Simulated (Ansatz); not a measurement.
A nudged elastic band was laid between two geometries of a periodic cell of 17 atoms, Si (host Si, host structure diamond, interstitial Si).

Computed with DFT PBE, scalar-relativistic, plane waves, PAW (Ansatz). Settings: PAW set soft_1, cutoff 420 eV, k mesh 2x2x2, gaussian smearing 0.02 eV, no spin polarisation.

| Quantity | Value |
| --- | --- |
| movable images | 2 |
| climbing image | no |
| spring | 5.0 eV/Å² |
| optimiser | quadratic models (default) |
| start path | default |
| force threshold | 0.05 eV/Å |
| iteration limit | 50 |
| end points | relaxed |

Initial state:

```xyz
17
Lattice="0.0000 5.4300 5.4300 5.4300 0.0000 5.4300 5.4300 5.4300 0.0000" Properties=species:S:1:pos:R:3
Si -0.028 -0.022 0.021
Si 1.354 1.358 1.387
Si 2.734 2.737 0.019
Si 4.066 4.073 1.354
Si 2.716 -0.004 2.706
Si 4.033 1.359 4.071
Si 5.401 2.740 2.689
Si 6.784 4.106 4.069
Si -0.006 2.720 2.710
Si 1.355 4.043 4.072
Si 2.735 5.410 2.691
Si 4.103 6.788 4.071
Si 2.716 2.724 5.434
Si 4.071 4.073 6.786
Si 5.422 5.427 5.432
Si 6.784 6.790 6.752
Si 6.780 6.790 9.498
```

Final state:

```xyz
17
Lattice="0.0000 5.4300 5.4300 5.4300 0.0000 5.4300 5.4300 5.4300 0.0000" Properties=species:S:1:pos:R:3
Si -0.001 -0.001 0.000
Si 1.352 1.352 1.352
Si 2.714 2.714 0.033
Si 4.076 4.076 1.354
Si 2.716 0.033 2.714
Si 4.077 1.353 4.077
Si 5.397 2.715 2.716
Si 6.765 4.095 4.095
Si 0.033 2.716 2.714
Si 1.353 4.077 4.077
Si 2.715 5.397 2.716
Si 4.095 6.765 4.095
Si 2.716 2.716 5.397
Si 4.100 4.100 6.760
Si 5.435 5.435 5.427
Si 6.767 6.767 6.767
Si 8.150 8.150 8.142
```

**Question.** What changes between the two ends?

**Answer.** Contacts lost: Si1–Si17. Contacts made: Si14–Si17. The atom that moves furthest is Si17, by 2.36 Å; four of its nearest neighbours are Si7 2.39, Si3 2.39, Si11 2.39, Si1 2.39 Å at the first end and Si14 2.39, Si16 2.39, Si8 2.39, Si12 2.39 Å at the last.

**Question.** What energy profile does the band end with?

**Answer.** The run converged. The highest image is number 1 of 0 to 3, 0.280 eV above the ends, which have the same energy within 2 meV. No image climbed, so the highest image needn't sit at the top of the path. Limits of this set-up: coarse k mesh, a small cell, in which the defect meets its images.

| image | path coordinate (Å) | energy (eV) | Si1–Si17 (Å) | Si14–Si17 (Å) |
| --- | --- | --- | --- | --- |
| 0 | 0.00 | 0.000 | 2.39 | 4.70 |
| 1 | 1.13 | 0.280 | 2.63 | 3.75 |
| 2 | 2.25 | 0.279 | 3.76 | 2.62 |
| 3 | 3.38 | 0.000 | 4.70 | 2.39 |

**Question.** What is the geometry of the highest image?

**Answer.** 
```xyz
17
Lattice="0.0000 5.4300 5.4300 5.4300 0.0000 5.4300 5.4300 5.4300 0.0000" Properties=species:S:1:pos:R:3
Si 0.269 0.272 -0.272
Si 1.407 1.410 1.433
Si 2.824 2.822 0.195
Si 4.313 4.318 1.111
Si 2.654 -0.035 2.771
Si 3.990 1.408 4.022
Si 5.222 2.825 2.606
Si 6.717 4.081 4.136
Si -0.038 2.659 2.770
Si 1.406 3.996 4.020
Si 2.825 5.232 2.609
Si 4.081 6.722 4.137
Si 2.654 2.658 5.465
Si 3.947 3.952 6.907
Si 5.298 5.301 5.559
Si 6.717 6.723 6.780
Si 7.214 7.219 9.070
```

Time of the run: 82 s on 1 thread of Arm Neoverse V2, on a shared host, peak memory 0.65 GiB.
